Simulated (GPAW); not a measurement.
# TiAl3 (I4/mmm) in GPAW: equation of state

How stiff is TiAl3 in PBEsol, and what volume does it want? The cell is scaled to several volumes.

All numbers are computed with GPAW 26.7.0; they aren't measurements. Logs are shortened: lines on timing, memory, paths and dates and some standing lists are left out, and cuts for length are marked. The log counts tension as positive stress, the text compression.

## 1. The structure

The structure is tetragonal, space group I4/mmm (No. 139). The conventional cell has a = 3.822 Å, b = 3.822 Å, c = 8.561 Å, α = 90.00°, β = 90.00°, γ = 90.00°. Ti (site symmetry 4/mmm) has 12 Al at 2.70 to 2.87 Å as nearest neighbours. Al (site symmetry -4m2) is surrounded by 8 Al at 2.70 to 2.87 Å and 4 Ti at 2.87 Å. Around Al (site symmetry 4/mmm) lie 4 Ti at 2.70 Å and 8 Al at 2.87 Å.

The cell comes from a database or a generator and needn't be the stable form of this composition.

## 2. Equation of state, PBEsol

run.py

```python
from ase import Atoms
from ase.eos import EquationOfState
from ase.io import Trajectory
from ase.units import GPa
from ase.parallel import parprint
from gpaw import GPAW, PW, setup_paths

setup_paths.insert(0, '.')

atoms = Atoms(['Ti', 'Al', 'Al', 'Al'],
              cell=[[-1.9111067713, 1.9111067713, 4.2806687947],
                    [1.9111067713, -1.9111067713, 4.2806687947],
                    [1.9111067713, 1.9111067713, -4.2806687947]],
              scaled_positions=[[0.0, 0.0, 0.0],
                                [0.25, 0.75, 0.5],
                                [0.75, 0.25, 0.5],
                                [0.5, 0.5, 0.0]],
              pbc=True)

traj = Trajectory('eos.traj', 'w')
volumes, energies = [], []
for x in [0.94, 0.96, 0.98, 1.0, 1.02, 1.04, 1.06]:
    a = atoms.copy()
    a.set_cell(atoms.cell * x**(1 / 3), scale_atoms=True)
    calc = GPAW(mode=PW(600),
                xc='PBEsol',
                kpts={'size': (10, 10, 10), 'gamma': True},
                occupations={'name': 'fermi-dirac', 'width': 0.05},
                nbands=23,
                convergence={'density': 1e-05, 'energy': 1e-05},
                maxiter=150,
                txt=f'eos-{x:.2f}.txt')
    a.calc = calc
    energies.append(a.get_potential_energy(force_consistent=True))
    volumes.append(a.get_volume())
    p = -a.get_stress()[:3].mean() / GPa
    calc.write(f'eos-{x:.2f}.gpw')
    traj.write(a)
    parprint(f'{x:.2f} {volumes[-1]:10.4f} A^3 {energies[-1]:14.6f} eV {p:9.3f} GPa', flush=True)

v0, e0, B = EquationOfState(volumes, energies, eos='birchmurnaghan').fit()
parprint(f'V0 = {v0:.4f} A^3, E0 = {e0:.6f} eV, B0 = {B / GPa:.2f} GPa')
```

Potentials or basis: PAW data sets generated in the run's folder for this functional, pw.

Started as:

```console
> gpaw-setup -f PBEsol Al Ti
> OMP_NUM_THREADS=1 mpirun -n 4 gpaw python run.py
```

The program printed:

```text
__  _  _
 | _ |_)|_||  |
 |__||  | ||/\| - 26.7.0

Input parameters:
  mode=PW(ecut=600.0),
  convergence={'density': 1e-05, 'energy': 1e-05},
  kpts=MonkhorstPack(size=(10, 10, 10), gamma=True),
  maxiter=150,
  nbands=23,
  occupations=Occupations(name='fermi-dirac', width=0.05),
  xc=XC(name='PBEsol')

Diagonalizing LCAO Hamiltonian
Converting LCAO to pw mode

       Al
        Al

            Al

       Ti

Atoms  # Å, Bohr magnetons
|   | symbol |        x |         y |        z |    initial magnetic moments |
|---|--------|----------|-----------|----------|-----------------------------|
| 0 |     Ti | 0.000000 |  0.000000 | 0.000000 | ( 0.0000,  0.0000,  0.0000) |
| 1 |     Al | 1.872094 | -0.000000 | 2.096642 | ( 0.0000,  0.0000,  0.0000) |
| 2 |     Al | 0.000000 |  1.872094 | 2.096642 | ( 0.0000,  0.0000,  0.0000) |
| 3 |     Al | 0.000000 |  0.000000 | 4.193284 | ( 0.0000,  0.0000,  0.0000) |

Unit cell  # Å
| periodic |         x |         y |         z |  lengths |     angles |
|----------|-----------|-----------|-----------|----------|------------|
|      yes | -1.872094 |  1.872094 |  4.193284 | 4.959143 | 135.641745 |
|      yes |  1.872094 | -1.872094 |  4.193284 | 4.959143 | 135.641745 |
|      yes |  1.872094 |  1.872094 | -4.193284 | 4.959143 |  64.534693 |

Number of symmetries: 16
Symmetry operations  # r_c * U_cc + t_c -> r_c
|    | kind |            matrix            |
|----|------|------------------------------|
|  0 |  σ   |  1, 1, 1,  0, 0,-1,  0,-1, 0 |
|  1 |  C4  |  1, 1, 1,  0, 0,-1, -1, 0, 0 |
|  2 |  E   |  1, 0, 0,  0, 1, 0,  0, 0, 1 |
|  3 |  σ   |  1, 0, 0,  0, 1, 0, -1,-1,-1 |
|  4 |  σ   |  0, 1, 0,  1, 0, 0,  0, 0, 1 |
|  5 |  C2  |  0, 1, 0,  1, 0, 0, -1,-1,-1 |
|  6 |  C2  |  0, 0, 1, -1,-1,-1,  1, 0, 0 |
|  7 |  S4  |  0, 0, 1, -1,-1,-1,  0, 1, 0 |
|  8 |  C4  |  0, 0,-1,  1, 1, 1,  0,-1, 0 |
|  9 |  σ   |  0, 0,-1,  1, 1, 1, -1, 0, 0 |
| 10 |  σ   |  0,-1, 0, -1, 0, 0,  1, 1, 1 |
| 11 |  C2  |  0,-1, 0, -1, 0, 0,  0, 0,-1 |
| 12 |  C2  | -1, 0, 0,  0,-1, 0,  1, 1, 1 |
| 13 |  i   | -1, 0, 0,  0,-1, 0,  0, 0,-1 |
| 14 |  S4  | -1,-1,-1,  0, 0, 1,  1, 0, 0 |
| 15 |  C2  | -1,-1,-1,  0, 0, 1,  0, 1, 0 |

BZ-sampling:
  Number of BZ points: 1000
  Number of IBZ points: 102

  Monkhorst-Pack size: [10, 10, 10]
  Monkhorst-Pack shift: [0.05, 0.05, 0.05]

K-points  # in reciprocal-cell coordinates
|     |                                coordinates |     weight |
|-----|--------------------------------------------|------------|
|   0 | (  0.00000000,   0.00000000,   0.00000000) | 0.00100000 |
|   1 | (  0.10000000,  -0.10000000,   0.00000000) | 0.00400000 |
|   2 | (  0.10000000,  -0.10000000,   0.10000000) | 0.00400000 |
|   3 | (  0.10000000,   0.00000000,   0.00000000) | 0.00800000 |
|   4 | (  0.10000000,   0.10000000,  -0.10000000) | 0.00200000 |
|   5 | (  0.20000000,  -0.20000000,   0.00000000) | 0.00400000 |
|   6 | (  0.20000000,  -0.20000000,   0.10000000) | 0.00800000 |
|   7 | (  0.20000000,  -0.20000000,   0.20000000) | 0.00400000 |
|   8 | (  0.20000000,  -0.10000000,   0.00000000) | 0.01600000 |
|   9 | (  0.20000000,  -0.10000000,   0.10000000) | 0.00800000 |
| ... |                                            |            |
| 101 | (  0.50000000,   0.50000000,   0.50000000) | 0.00100000 |

Plane wave coefficients: 1993
Cutoff: 600.0 eV

Spin-components: 1 (collinear spins)
Bands:           23
Projectors:      21
Spin-degeneracy: 2
Datatype:        complex128

Parallelization:
  kpt:    4
  domain: 1
  band:   1

Density:
  Valence electrons: 21.0
  Components: 1
  Grid points: [30 30 30]
  Charge: 0.0  # |e|

Potential:
  Grid points: [30 30 30]

species:
  Ti:
    name:    Titanium
    Z:       22.0
    valence: 12
    core:    10
    charge:  0.0  # [|e|]
    compensation charges:
      type: gauss
      rc: 0.38  # [Å]
      lmax: 2
    cutoffs:
      filter: 2.23  # [Å]
      core: 1.02  # [Å]
    projectors
    | kind |    occ | energy [eV] | rcut [Å] |
    |------|--------|-------------|----------|
    |   3s |  2.000 |     -62.441 |    1.270 |
    |   4s |  2.000 |      -4.477 |    1.270 |
    |   3p |  6.000 |     -38.776 |    1.058 |
    |   4p |  0.000 |      -1.449 |    1.058 |
    |   3d |  2.000 |      -4.275 |    1.058 |
    |    d |        |      22.937 |    1.058 |

    Using partial waves for Ti as LCAO basis

  Al:
    name:    Aluminium
    Z:       13.0
    valence: 3
    core:    10
    charge:  0.0  # [|e|]
    compensation charges:
      type: gauss
      rc: 0.34  # [Å]
      lmax: 2
    cutoffs:
      filter: 1.91  # [Å]
      core: 2.36  # [Å]
    projectors
    | kind |    occ | energy [eV] | rcut [Å] |
    |------|--------|-------------|----------|
    |   3s |  2.000 |      -7.715 |    1.085 |
    |   3p |  1.000 |      -2.689 |    1.085 |
    |    s |        |      19.497 |    1.085 |
    |    p |        |      24.522 |    1.085 |
    |    d |        |       0.000 |    1.085 |

    Using partial waves for Al as LCAO basis

Reference energy: -42968.130828  # eV

eigensolver:
  PPCG
  Converge bands: occupied
  niter=2

density mixing:
  MSR1-Mixer
  Pratt-step length: 0.05
  Maximum mixing coefficient: 0.75
  Old densities: 10
  SVD Regularization: 0.005
  Good broyden scale: 1.0
  Trust region scale: 1.0
  Backstep threshold: 4.0
  History deletion threshold: 6.0
  Fourier metric: weight=20.0, sigma=0.015

occupation numbers:
  Fermi-Dirac:
    width: 0.0500  # eV

poisson solver:
  ecut: 4800.0  # eV

xc functional:
  name: PBEsol with 2 nearest neighbor stencil

convergence criteria:
- Maximum integral of absolute [dens]ity change: 1e-05 electrons / valence electron
- Maximum [total energy] change in last 3 cyles: 1e-05 eV / valence electron
- Maximum integral of absolute [eigenst]ate change: 4e-08 eV^2 / valence electron
maximum number of iterations: 150

SCF iterations
|iter     | |      energy | eigst |  dens |
|---------|-|-------------|-------|-------|
|iter:   1| |  -21.077968 | +0.11 |       |
|iter:   2| |  -21.047899 | -2.69 | -1.13 |
|iter:   3| |  -20.970040 | -2.37 | -1.17 |
|iter:   4| |  -20.957271 | -2.49 | -1.52 |
|iter:   5| |  -20.956680 | -3.60 | -2.17 |
|iter:   6| |  -20.956769 | -4.55 | -2.49 |
|iter:   7| |  -20.956771c| -5.94 | -3.47 |
|iter:   8| |  -20.956772c| -7.31 | -3.91 |
|iter:   9| |  -20.956772c| -7.57c| -4.41 |
|iter:  10| |  -20.956772c| -8.21c| -5.48c|

Converged in 10 steps
Energy contributions relative to reference atoms: (reference = -42968.130828)

Energy contributions:
  Kinetic:          35.783981
  Coulomb:         -25.845476
  Zero:             -0.054109
  External:          0.000000
  Xc:              -30.834808
  Entropy:          -0.012722
  Spinorbit:         0.000000
  ----------------------------
  Free energy:     -20.963133
  Extrapolated:    -20.956772

dipole moment: (-9.168554, -9.168554, -6.132336)  # |e|*Ang

Fermi level: 8.255
Eigenvalues  # (at kpt = [0.000, 0.000, 0.000])
| band index |      eig [eV] | occ [0-2] |
|------------|---------------|-----------|
|          0 |       -47.751 |     2.000 |
|        ... |               |           |
|          2 |       -24.204 |     2.000 |
|          3 |       -24.123 |     2.000 |
|          4 |        -2.191 |     2.000 |
|          5 |         5.335 |     2.000 |
|          6 |         5.542 |     2.000 |
|          7 |         6.701 |     2.000 |
[... 8 lines left out ...]
|         16 |        12.409 |     0.000 |
|         17 |        12.449 |     0.000 |
|        ... |               |           |
|         22 |        18.057 |     0.000 |

No gap
No difference between direct/indirect transitions

Stress tensor  # eV/Ang^3
|         x |         y |         z |
|-----------|-----------|-----------|
| -0.047230 |  0.000000 | -0.000000 |
|  0.000000 | -0.047230 | -0.000000 |
| -0.000000 | -0.000000 | -0.044489 |

# Writing to eos-0.94.gpw (mode='')
```

Run time: 4.3 min. Hardware: 4 MPI ranks of Arm Neoverse V1, shared host; peak memory 0.4 GiB.

Results:

```yaml
Equilibrium_volume: 15.62 Å³/atom
Bulk_modulus_at_fixed_shape_and_positions: 112 GPa
Pressure_derivative_of_the_bulk_modulus: 4.1
```

Energy against volume, from the lowest point:
| volume (Å³/atom) | energy (meV/atom) |
| --- | --- |
| 14.696 | 21.05 |
| 15.009 | 8.88 |
| 15.322 | 2.04 |
| 15.634 | 0.00 |
| 15.947 | 2.31 |
| 16.260 | 8.55 |
| 16.572 | 18.34 |

Caveat: the cell was scaled at fixed shape and fractional positions, which overstates the stiffness of a crystal with free parameters, most of all of layers and chains.
